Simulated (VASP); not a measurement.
# How uniaxial stress along [0001] changes ZnO (P6_3mc)

How do the elastic response and the band edges of ZnO follow uniaxial stress along [0001]?

Method: LDA; plane waves and PAW (Zn, O), in the first sound run; inputs show where later runs differ, in VASP 6.6.1.

## (1) Set-up

The structure is hexagonal, space group P6_3mc (No. 186). The conventional cell has a = 3.250 Å, b = 3.250 Å, c = 5.207 Å, α = 90.00°, β = 90.00°, γ = 120.00°. Zn has 4 O at 1.97 to 1.99 Å nearest. Nearest to O lie 4 Zn at 1.97 to 1.99 Å. Farther neighbours and most contacts between anions are not listed.

## (2) Relax the crystal, LDA

The series starts from the cell that this level prefers, so that zero strain is near zero stress.

This step took 2 runs in a row; the last is shown.

Level: LDA; plane waves and PAW (Zn, O).

Input file INCAR:

```
SYSTEM = ZnO
PREC = Accurate
ENCUT = 600
EDIFF = 1E-07
NELM = 120
ISMEAR = 0
SIGMA = 0.02
LREAL = .FALSE.
ALGO = Normal
GGA = CA
NBANDS = 24
LASPH = .TRUE.
LORBIT = 11
LWAVE = .FALSE.
LCHARG = .FALSE.
KPAR = 8
IBRION = 2
NSW = 40
ISIF = 3
EDIFFG = -0.005
POTIM = 0.4
```

Input file POSCAR:

```
ZnO
1.0
    3.1937689546      0.0000000000      0.0000000000
   -1.5968844773      2.7658850482      0.0000000000
    0.0000000000      0.0000000000      5.1629500690
Zn O
2 2
Direct
    0.3333333333      0.6666666667      0.0017855570
    0.6666666667      0.3333333333      0.5017855570
    0.3333333333      0.6666666667      0.3802144430
    0.6666666667      0.3333333333      0.8802144430
```

Input file KPOINTS:

```
Automatic mesh
0
Gamma
11 11 6
0 0 0
```

Potentials, in the order of the species: Zn and O (LDA family, release 64).

On the command line:

```
$ mpirun -np 8 vasp_std
```

Output:

```text
[banner, memory and clock lines left out]
running    8 mpi-ranks, on    1 nodes
[...]
|                                                                             |
|           W    W    AA    RRRRR   N    N  II  N    N   GGGG   !!!           |
|           W    W   A  A   R    R  NN   N  II  NN   N  G    G  !!!           |
|           W    W  A    A  R    R  N N  N  II  N N  N  G       !!!           |
|           W WW W  AAAAAA  RRRRR   N  N N  II  N  N N  G  GGG   !            |
|           WW  WW  A    A  R   R   N   NN  II  N   NN  G    G                |
|           W    W  A    A  R    R  N    N  II  N    N   GGGG   !!!           |
|                                                                             |
|     For optimal performance we recommend to set                             |
|       NCORE = 2 up to number-of-cores-per-socket                            |
|     NCORE specifies how many cores store one orbital (NPAR=cpu/NCORE).      |
|     This setting can greatly improve the performance of VASP for DFT.       |
[...]
|     Unfortunately you need to use the default for GW and RPA                |
|     calculations (for HF NCORE is supported but not extensively tested      |
|     yet).                                                                   |
|                                                                             |

 LDA part: xc-table for (Slater(with rela. corr.)+CA(PZ))
 , standard interpolation
 POSCAR, INCAR and KPOINTS ok, starting setup
[...]
entering main loop
       N       E                     dE             d eps       ncg     rms          rms(c)
DAV:   1     0.300389963703E+03    0.30039E+03   -0.20316E+04  3112   0.244E+03
DAV:   2     0.551037235656E+01   -0.29488E+03   -0.27867E+03  3296   0.458E+02
DAV:   3    -0.237501579135E+02   -0.29261E+02   -0.29021E+02  3568   0.148E+02
DAV:   4    -0.242331356591E+02   -0.48298E+00   -0.48271E+00  3496   0.198E+01
[...]
DAV:  14    -0.211634116033E+02    0.22513E-05   -0.38094E-06  4192   0.214E-02    0.316E-03
DAV:  15    -0.211634115627E+02    0.40553E-07   -0.11238E-06  3216   0.879E-03    0.885E-04
DAV:  16    -0.211634115591E+02    0.36653E-08   -0.87160E-09  1680   0.105E-03
   1 F= -.21163412E+02 E0= -.21163412E+02  d E =-.211634E+02
[...]
reached required accuracy - stopping structural energy minimisation
```

Run time: 6.8 s. Hardware: 8 MPI ranks of Intel Xeon 6975P-C (Granite Rapids), shared host; peak memory 1.7 GiB.

The logs omit lines about the potential files and the build; timing stands in the text.

From OUTCAR (step 2):

```text
  Total        0.0133978      0.0133978      0.0193902      0.0000000      0.0000000      0.0000000
  in kB        0.4706623      0.4706623      0.6811731      0.0000000      0.0000000      0.0000000
  external PRESSURE =       0.5408326 kB  Pullay stress =       0.0000000 kB

 POSITION                                       TOTAL-FORCE (eV/Angst)
 -----------------------------------------------------------------------------------
     -0.00000      1.84392      0.00922         0.000000     -0.000000      0.000088
      1.59688      0.92196      2.59069        -0.000000      0.000000      0.000088
     -0.00000      1.84392      1.96303        -0.000000      0.000000     -0.000088
      1.59688      0.92196      4.54450         0.000000      0.000000     -0.000088
 -----------------------------------------------------------------------------------
    total drift:                               -0.000000     -0.000000     -0.001111

  FREE ENERGIE OF THE ION-ELECTRON SYSTEM (eV)
  ---------------------------------------------------
  free  energy   TOTEN  =       -21.1634115591 eV

  energy  without entropy=      -21.1634115591  energy(sigma->0) =      -21.16341156

 reached required accuracy - stopping structural energy minimisation

[... 3 further parts left out ...]
[key lines of the parts left out:]
E-fermi :   1.4355
```

Read from the output:

| Property | Result |
| --- | --- |
| energy(sigma→0) of the program | -21.1634 eV |
| stress, compression positive | xx, yy, zz 0.05, 0.05, 0.07 GPa |
| volume | 45.607 Å³ |
| ionic steps | 1 |

## (3) Strain across the axis, LDA

One member in full: the axis is strained by -0.5 %, and the two directions across it are strained alike until their mean stress is under 0.012 GPa or five steps are spent.

This step took 3 runs, each at a new trial strain with the atoms of the one before; the last is shown.

Level: LDA; plane waves and PAW (Zn, O).

INCAR: that of step 2 with these lines changed.

```diff
@@ -15,7 +15,7 @@
 LCHARG = .FALSE.
-KPAR = 8
-IBRION = 2
-NSW = 40
-ISIF = 3
-EDIFFG = -0.005
-POTIM = 0.4
+KPAR = 2
+IBRION = 1
+NSW = 25
+ISIF = 2
+EDIFFG = -0.004
+POTIM = 0.3
```

Input file POSCAR:

```
ZnO
1.0
    3.1997664980      0.0000000000      0.0000000000
   -1.5998832490      2.7710790730      0.0000000000
    0.0000000000      0.0000000000      5.1371353190
Zn O
2 2
Direct
    0.3333333333      0.6666666667      0.0008235928
    0.6666666667      0.3333333333      0.5008235928
    0.3333333333      0.6666666667      0.3811764072
    0.6666666667      0.3333333333      0.8811764072
```

KPOINTS is that of step 2.

On the command line:

```
$ mpirun -np 2 vasp_std
```

Output:

```text
[banner, memory and clock lines left out]
running    2 mpi-ranks, on    1 nodes
[...]
LDA part: xc-table for (Slater(with rela. corr.)+CA(PZ))
 , standard interpolation
 POSCAR, INCAR and KPOINTS ok, starting setup
[...]
entering main loop
       N       E                     dE             d eps       ncg     rms          rms(c)
DAV:   1     0.294109352586E+03    0.29411E+03   -0.20341E+04  3120   0.245E+03
DAV:   2     0.480612805210E+01   -0.28930E+03   -0.27479E+03  3272   0.450E+02
DAV:   3    -0.237652809818E+02   -0.28571E+02   -0.28326E+02  3568   0.146E+02
DAV:   4    -0.242327393432E+02   -0.46746E+00   -0.46718E+00  3480   0.195E+01
[...]
DAV:  13    -0.211626761947E+02   -0.15755E-05   -0.49239E-06  4776   0.659E-02    0.121E-02
DAV:  14    -0.211626740195E+02    0.21752E-05   -0.38019E-06  4544   0.230E-02    0.295E-03
DAV:  15    -0.211626739933E+02    0.26217E-07   -0.78394E-07  3296   0.690E-03
   1 F= -.21162674E+02 E0= -.21162674E+02  d E =-.211627E+02
 BRION: g(F)=  0.113E-05 g(S)=  0.000E+00
 reached required accuracy - stopping structural energy minimisation
```

It took 19 s on 2 MPI ranks; peak memory 0.37 GiB.

Parts of OUTCAR (step 3):

```text
  Total       -0.0018588     -0.0018588      0.2107682      0.0000000      0.0000000     -0.0000000
  in kB       -0.0653816     -0.0653816      7.4135722      0.0000000      0.0000000     -0.0000000
  external PRESSURE =       2.4276030 kB  Pullay stress =       0.0000000 kB

 POSITION                                       TOTAL-FORCE (eV/Angst)
 -----------------------------------------------------------------------------------
     -0.00000      1.84739      0.00423        -0.000000      0.000000      0.003124
      1.59988      0.92369      2.57280        -0.000000     -0.000000      0.003124
     -0.00000      1.84739      1.95815         0.000000      0.000000     -0.003124
      1.59988      0.92369      4.52672         0.000000      0.000000     -0.003124
 -----------------------------------------------------------------------------------
    total drift:                               -0.000000     -0.000000      0.000058

  FREE ENERGIE OF THE ION-ELECTRON SYSTEM (eV)
  ---------------------------------------------------
  free  energy   TOTEN  =       -21.1626739933 eV

  energy  without entropy=      -21.1626739933  energy(sigma->0) =      -21.16267399

[... 2 parts as in an earlier step ...]

[... 2 further parts left out ...]
[key lines of the parts left out:]
E-fermi :   1.4050
```

Numbers from this step:

- energy(sigma→0) of the program: -21.1627 eV
- stress, compression positive: xx, yy, zz -0.01, -0.01, 0.74 GPa
- ionic steps: 1

## (4) Band edges, TB-mBJ with spin-orbit coupling

Short lines in KPOINTS_OPT sample the zone centre along and across the axis, for masses, and the other valleys.

Level: TB-mBJ, spin-orbit coupling; plane waves and PAW (Zn, O).

TB-mBJ has no energy functional, so the total energy, stress and pressure in this output mean nothing.

Input file INCAR:

```
SYSTEM = ZnO
PREC = Accurate
ENCUT = 600
EDIFF = 1E-06
NELM = 150
ISMEAR = 0
SIGMA = 0.02
LREAL = .FALSE.
ALGO = Normal
METAGGA = MBJ
LASPH = .TRUE.
LNONCOLLINEAR = .TRUE.
MAGMOM = 0 0 0 0 0 0 0 0 0 0 0 0
NBANDS = 46
GGA_COMPAT = .FALSE.
LSORBIT = .TRUE.
LWAVE = .FALSE.
LCHARG = .FALSE.
KPAR = 2
```

POSCAR is that of step 3.

Input file KPOINTS:

```
Automatic mesh
0
Gamma
9 9 5
0 0 0
```

Input file KPOINTS_OPT:

```
Line mode
6
Line-mode
Reciprocal
  0.00000000   0.00000000   0.00000000
  0.00000000   0.00000000   0.04088002

  0.00000000   0.00000000   0.00000000
 -0.02546293   0.01273147   0.00000000

  0.50000000   0.00000000   0.00000000
  0.50000000   0.00000000   0.50000000

  0.33333333   0.33333333   0.00000000
  0.33333333   0.33333333   0.50000000
```

On the command line:

```
$ mpirun -np 2 vasp_ncl
```

Output:

```text
[banner, memory and clock lines left out]
running    2 mpi-ranks, on    1 nodes
[...]
|                                                                             |
|               ----> ADVICE to this user running VASP <----                  |
|                                                                             |
|     You enforced a specific xc type in the INCAR file but a different       |
|     [... a line on the potential file left out ...]
|     I HOPE YOU KNOW WHAT YOU ARE DOING!                                     |
|                                                                             |

 LDA part: xc-table for (None), standard interpolation
 POSCAR, INCAR and KPOINTS ok, starting setup
[...]
entering main loop
       N       E                     dE             d eps       ncg     rms          rms(c)
DAV:   1     0.370372690386E+03    0.37037E+03   -0.18572E+04  5520   0.250E+03
DAV:   2     0.106291952940E+02   -0.35974E+03   -0.33952E+03  5574   0.567E+02
DAV:   3    -0.527425666278E+02   -0.63372E+02   -0.62015E+02  5984   0.218E+02
DAV:   4    -0.561848594380E+02   -0.34423E+01   -0.34158E+01  6410   0.519E+01
[...]
DAV:  53    -0.484895351562E+02    0.27560E-05    0.74169E-13  2850   0.349E-05    0.611E-06
DAV:  54    -0.484895333684E+02    0.17877E-05    0.20232E-12  2868   0.192E-05    0.224E-06
DAV:  55    -0.484895333890E+02   -0.20564E-07   -0.22341E-12  2826   0.133E-05
   1 F= -.48489533E+02 E0= -.48489533E+02  d E =-.384009E-21  mag=     0.0000     0.0000     0.0000
 Start KPOINTS_OPT (optional k-point list driver)
k-point batch [1-24\24]
       N       E                     dE             ncg
DAV:   1     0.891214727184E+04   -0.10037E+05     2230
DAV:   2     0.506260450241E+02   -0.88615E+04     2240
DAV:   3    -0.132967471097E+04   -0.13803E+04     2406
DAV:   4    -0.139022321787E+04   -0.60549E+02     2496
DAV:   5    -0.139068408192E+04   -0.46086E+00     2434
DAV:   6    -0.139068896744E+04   -0.48855E-02     2472
DAV:   7    -0.139068903957E+04   -0.72133E-04     2450
DAV:   8    -0.139068904080E+04   -0.12343E-05     1804
DAV:   9    -0.139068904091E+04   -0.10863E-06     1560
```

Run time: 9 min. Hardware: 2 MPI ranks; peak memory 1.1 GiB.

OUTCAR, selected parts (step 4):

```text
  LATTYP: Found a hexagonal cell.
 ALAT       =     3.1997664980
 C/A-ratio  =     1.6054719375

 Subroutine GETGRP returns: Found 12 space group operations
 (whereof  6 operations were pure point group operations)

The static configuration has the point symmetry C_3v.
 The point group associated with its full space group is C_6v.

 Found     60 irreducible k-points:

   k-points           NKPTS =     60   k-points in BZ     NKDIM =     60   number of bands    NBANDS=     46

   dimension x,y,z NGX =    28 NGY =   28 NGZ =   42
   dimension x,y,z NGXF=    56 NGYF=   56 NGZF=   84

   ENCUT  =  600.0 eV  44.10 Ry    6.64 a.u.   6.39  6.39 10.26*2*pi/ulx,y,z

   NELECT =      36.0000    total number of electrons

 E-fermi :   3.3499

 k-point     1 :       0.0000    0.0000    0.0000
  band No.  band energies     occupation
    ...
     32       3.0734      1.00000
     33       3.1689      1.00000
     34       3.1689      1.00000
     35       3.2253      1.00000
     36       3.2253      1.00000
     37       5.8040      0.00000
     38       5.8040      0.00000
     39      10.5581      0.00000
     40      10.5581      0.00000
     41      13.2987      0.00000
    ...

 k-point     2 :       0.1111    0.0000    0.0000
  band No.  band energies     occupation
    ...
     32       2.7714      1.00000
     33       2.9858      1.00000
     34       3.0160      1.00000
     35       3.1102      1.00000
     36       3.1234      1.00000
     37       6.4186      0.00000
     38       6.4201      0.00000
     39      11.0409      0.00000
     40      11.0529      0.00000
     41      13.2665      0.00000
    ...

  Total     -225.0049376   -225.0049376   -224.6758449      0.0000000      0.0000000      0.0000000
  in kB    -7914.3348261  -7914.3348235  -7902.7593017      0.0000000      0.0000000      0.0000000
  external PRESSURE =   -7910.4763171 kB  Pullay stress =       0.0000000 kB

 POSITION                                       TOTAL-FORCE (eV/Angst)
 -----------------------------------------------------------------------------------
     -0.00000      1.84739      0.00423        -0.000000     -0.000000      0.101970
      1.59988      0.92369      2.57280        -0.000000      0.000000      0.101970
     -0.00000      1.84739      1.95815         0.000000     -0.000000     -0.101970
      1.59988      0.92369      4.52672        -0.000000      0.000000     -0.101970
 -----------------------------------------------------------------------------------
    total drift:                               -0.000000      0.000000      0.827351

  FREE ENERGIE OF THE ION-ELECTRON SYSTEM (eV)
  ---------------------------------------------------
  free  energy   TOTEN  =       -48.4895333890 eV

  energy  without entropy=      -48.4895333890  energy(sigma->0) =      -48.48953339

 Spin-Orbit-Coupling matrix elements
 Ion:    1  E_soc:     -0.0066317
 Ion:    2  E_soc:     -0.0066317
 Ion:    3  E_soc:     -0.0001900
 Ion:    4  E_soc:     -0.0001900

[... 1 part as in an earlier step ...]

[... 7 further parts left out ...]
```

## (5) All members

Runs beyond LDA use the data sets made with LDA; this shifts their levels slightly, and their total energies have another zero (at TB-mBJ, which has no energy functional, they mean nothing).

The other members went through these steps as far as the tables show, with the same cutoff and, step by step, the same mesh; 39 runs are not shown. The session took 3.5 core hours (wall time by ranks) on a shared machine.

| strain along the axis (%) | strain across the axis (%) | stress along the axis, tension positive (GPa) | energy above the unstrained row (meV/atom) | gap on the mesh, LDA (eV) |
| --- | --- | --- | --- | --- |
| -2.000 | 0.714 | -2.871 | 2.304 | 0.843 |
| -1.500 | 0.537 | -2.208 | 1.344 | 0.833 |
| -1.000 | 0.363 | -1.467 | 0.645 | 0.822 |
| -0.500 | 0.188 | -0.741 | 0.191 | 0.811 |
| 0 | 0.011 | -0.051 | 0.000 | 0.800 |
| 0.500 | -0.161 | 0.725 | 0.099 | 0.789 |
| 1.000 | -0.329 | 1.523 | 0.461 | 0.777 |
| 1.500 | -0.502 | 2.344 | 1.117 | 0.764 |
| 2.000 | -0.665 | 3.224 | 2.031 | 0.751 |

Slopes at zero strain, from cubics through all rows: strain ratio -0.348, stress over strain 149 GPa.

Band edges at TB-mBJ with spin-orbit coupling, counted from the valence-band top at Γ, spin-orbit pairs averaged, with one row partly withheld:

| strain along the axis (%) | gap (eV) | conduction band at Γ (eV) | lowest conduction level on M–L (eV) | second valence level below the top (eV) | third valence level below the top (eV) |
| --- | --- | --- | --- | --- | --- |
| -2.000 | 2.593 | 2.593 | 7.398 | 0.060 | 0.182 |
| -1.500 | 2.589 | 2.589 | 7.391 | 0.059 | 0.169 |
| -1.000 | 2.584 | 2.584 | 7.381 | 0.058 | 0.160 |
| -0.500 | 2.578 | 2.579 | 7.372 | 0.056 | 0.152 |
| 0 | 2.571 | 2.571 | 7.360 | 0.055 | 0.143 |
| 0.500 | ? | ? | 7.348 | 0.054 | 0.137 |
| 1.000 | 2.554 | 2.554 | 7.334 | 0.053 | 0.133 |
| 1.500 | 2.544 | 2.544 | 7.320 | 0.051 | 0.130 |
| 2.000 | 2.532 | 2.532 | 7.305 | 0.050 | 0.130 |

Conduction masses, in electron masses:

| strain along the axis (%) | conduction mass at Γ, along the strain axis or the normal of the plane | conduction mass at Γ, across the strain axis or in the plane |
| --- | --- | --- |
| -2.000 | 0.332 | 0.331 |
| -1.500 | 0.331 | 0.330 |
| -1.000 | 0.331 | 0.331 |
| -0.500 | 0.316 | 0.324 |
| 0 | 0.321 | 0.334 |
| 0.500 | 0.323 | 0.337 |
| 1.000 | 0.317 | 0.334 |
| 1.500 | 0.316 | 0.340 |
| 2.000 | 0.311 | 0.335 |

## (6) A fit to the known rows

The quantity to fit is the conduction level at Γ above the mean of the three top valence levels at TB-mBJ with spin-orbit coupling: 2.673, 2.665, 2.657, 2.648, 2.638, 2.616, 2.605, 2.592 eV in the rows shown.

A least-squares parabola through the 8 rows shown, with e the strain in %: E = − 0.001265 e² − 0.02027 e + 2.638 (eV), r.m.s. residual 2.8e-4 eV.

For the withheld row, e = 0.5, the fit gives 2.6273 eV.

## (7) Checking the prediction

The calculation gives 2.6274 eV, so the prediction is 0.0001 eV too low.

## (8) Results

```
Poisson ratio                                                                                                                     : 0.348
Young's modulus along the axis                                                                                                    : 149 GPa
gap of the unstrained cell, TB-mBJ with spin-orbit coupling                                                                       : 2.57 eV
slope at zero strain of the conduction level at Γ above the mean of the three top valence levels, TB-mBJ with spin-orbit coupling : -20 meV per %
error of the predicted row                                                                                                        : -0.1 meV
```

In words: As a check, the curvature of the energy gives 155 GPa for the same modulus (energy per volume = E/2 × strain²), 4 % from the slope of the stress. The energy also has a linear term worth 0.13 GPa that the stress column lacks, a mark of the finite basis. At TB-mBJ with spin-orbit coupling the lowest conduction valley is Γ throughout, and the gap runs between 2.53 and 2.59 eV. Hole masses are left out throughout, since the top bands are degenerate or cross in many series; of conduction masses, those of the Γ, L and (for Si and Ge under (001) strain) Δ valleys are kept where they change by under an eighth between rows. A measured gap of unstrained ZnO is 3.4 eV (arxiv:0805.4641, fundamental direct gap at Gamma, experimental literature value, temperature not given); the static gaps here belong to the lattice relaxed at LDA. TB-mBJ is a potential fitted for gaps; it has no energy functional, so its total energies and forces mean nothing, and its bands tend to come out too narrow. Temperature, zero-point motion and excitons are left out.

[Lines on the potential files, build, host, timing and source positions are cut from VASP's logs without a mark.]

[Logs are printed without paths, hosts, clocks, repeated set-up lines and the standing remarks that a program may print on its own settings, such as how far it seeks lower states.]

[Hosts, paths, dates, database ids (printed as entryN), source tags and the programs' standing remarks are cut or masked in the printed files.]

[In band tables of VASP the shares of atoms and orbitals are scaled to a sum of 1 inside the atoms' spheres.]
